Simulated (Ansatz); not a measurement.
# KI: how the settings move a single-point run

How sensitive is a single-point run of KI to its settings? A reference run comes first, then four runs with altered input. The cell is built on a prototype (wurtzite) and needn't be the phase found in nature.

Program: Ansatz 0.2.0. Level of theory: reference: DFT, HSE06, plane waves, PAW. These are calculated values, not measurements.

### Step 1. The starting structure

It takes space group P6_3/mmc (No. 194, hexagonal). Conventional cell: a = 6.039 Å, b = 6.039 Å, c = 7.039 Å, α = 90.00°, β = 90.00°, γ = 120.00°. K (site symmetry -6m2) has 5 I at 3.49 to 3.52 Å as nearest neighbours. I (site symmetry -6m2) has 5 K at 3.49 to 3.52 Å as nearest neighbours.

As a file:

```
K I
1.0
     6.03945    0.00000    0.00000
    -3.01973    5.23032    0.00000
     0.00000    0.00000    7.03912
K I
2 2
Direct
  0.33333 0.66667 0.93750
  0.66667 0.33333 0.43750
  0.33333 0.66667 0.43750
  0.66667 0.33333 0.93750
```

### Step 2. Reference

input.yaml reads:

```yaml
crystal:
  lattice:
    - [6.0394505649, 0.0, 0.0]
    - [-3.0197252825, 5.2303176141, 0.0]
    - [0.0, 0.0, 7.0391244471]
  atoms:
    - { symbol: K, position: [0.3333333333, 0.6666666667, -0.0625] }
    - { symbol: K, position: [0.6666666667, 0.3333333333, 0.4375] }
    - { symbol: I, position: [0.3333333333, 0.6666666667, 0.4375] }
    - { symbol: I, position: [0.6666666667, 0.3333333333, 0.9375] }
kpoints:
  mp_grid: { grid: [3, 3, 2] }
hamiltonian:
  xc: hse06
scf:
  occupations: { method: fixed }
  n_extra_bands: 5
output:
  forces: true
  stress: true
  eigenvalues: true
  write_density: true
  write_potential: true
  elf: true
  volumetric_format: npy
```

Run with:

```sh
> ansatz run input.yaml --threads 4 --pin off --max-ram 3686MiB --backend cpu --events-out ev --progress --plain --runs-dir out
```

### Step 3. Changed: mp_grid.grid [6, 6, 4], xc pbe

input.yaml, as its differences from that of step 2:

```diff
@@ -11,5 +11,5 @@
 kpoints:
-  mp_grid: { grid: [3, 3, 2] }
+  mp_grid: { grid: [6, 6, 4] }
 hamiltonian:
-  xc: hse06
+  xc: pbe
 scf:
@@ -21,5 +21 @@
   eigenvalues: true
-  write_density: true
-  write_potential: true
-  elf: true
-  volumetric_format: npy
```

### Step 4. Changing settings: exchange pbe, correlation pbe, coeff 0.4, omega 0.3

input.yaml, as its differences from that of step 2:

```diff
@@ -13,3 +13,3 @@
 hamiltonian:
-  xc: hse06
+  xc: { exchange: pbe, correlation: pbe, exx: { coeff: 0.4, omega: 0.3 } }
 scf:
@@ -21,5 +21 @@
   eigenvalues: true
-  write_density: true
-  write_potential: true
-  elf: true
-  volumetric_format: npy
```

### Step 5. Changing settings: exchange pbe, correlation pbe, coeff 0.2, omega 0.2078

input.yaml, as its differences from that of step 2:

```diff
@@ -13,3 +13,6 @@
 hamiltonian:
-  xc: hse06
+  xc:
+    exchange: pbe
+    correlation: pbe
+    exx: { coeff: 0.2, omega: 0.2078 }
 scf:
@@ -21,5 +24 @@
   eigenvalues: true
-  write_density: true
-  write_potential: true
-  elf: true
-  volumetric_format: npy
```

### Step 6. Variant: n_extra_bands 24

input.yaml, as its differences from that of step 2:

```diff
@@ -16,3 +16,3 @@
   occupations: { method: fixed }
-  n_extra_bands: 5
+  n_extra_bands: 24
 output:
@@ -21,5 +21 @@
   eigenvalues: true
-  write_density: true
-  write_potential: true
-  elf: true
-  volumetric_format: npy
```

**Question.** What will these runs give? Wanted: for each run, ending; energy change; pressure; gap; force.

**Answer**, as computed:

| run | ending | energy change | pressure (GPa) | gap (eV) | force (eV/Å) | cycles | time |
| --- | --- | --- | --- | --- | --- | --- | --- |
| reference | converged | 0 | 0.2 | 4.74 | 0.00 | 12 | 32 s |
| 1: mp_grid.grid [6, 6, 4], xc pbe | converged | not comparable | 0.3 | 3.79 | 0.00 | 7 | 4.5 s |
| 2: exchange pbe, correlation pbe, coeff 0.4, omega 0.3 | converged | not comparable | 0.1 | 4.99 | 0.00 | 12 | 33 s |
| 3: exchange pbe, correlation pbe, coeff 0.2, omega 0.2078 | converged | not comparable | 0.2 | 4.54 | 0.00 | 11 | 32 s |
| 4: n_extra_bands 24 | converged | 0.0 meV/atom | 0.2 | 4.74 | 0.00 | 11 | 34 s |

Times don't compare one to one where runs were asked for different outputs or read a saved state (see the inputs); cycles may leave out searches for a lower state.

Residual by cycle in the longest SCF loop of each run; runs are numbered as in the table. The quantity is the density residual dr2, in eV.

```csv
cycle,reference,run 1,run 2,run 3,run 4
1,0.00521,1.4e-4,0.00977,0.00354,0.00556
2,9.9e-4,1.2e-4,0.00264,5.8e-4,9.7e-4
3,1.7e-4,4.6e-5,4.1e-4,1.1e-4,1.5e-4
4,9.1e-6,4.4e-6,3.6e-5,4.2e-6,8.6e-6
5,8.6e-7,1.5e-6,4.0e-6,1.3e-6,5.2e-7
6,-,1.2e-6,-,-,-
7,-,2.7e-9,-,-,-
```

«n_extra_bands 24» leaves the energy as it was. Of the variants the dearest is «n_extra_bands 24» (34 s), the cheapest «mp_grid.grid [6, 6, 4], xc pbe» (4.5 s), on a shared host. The gap of the reference lacks spin-orbit coupling, though the cell holds I.
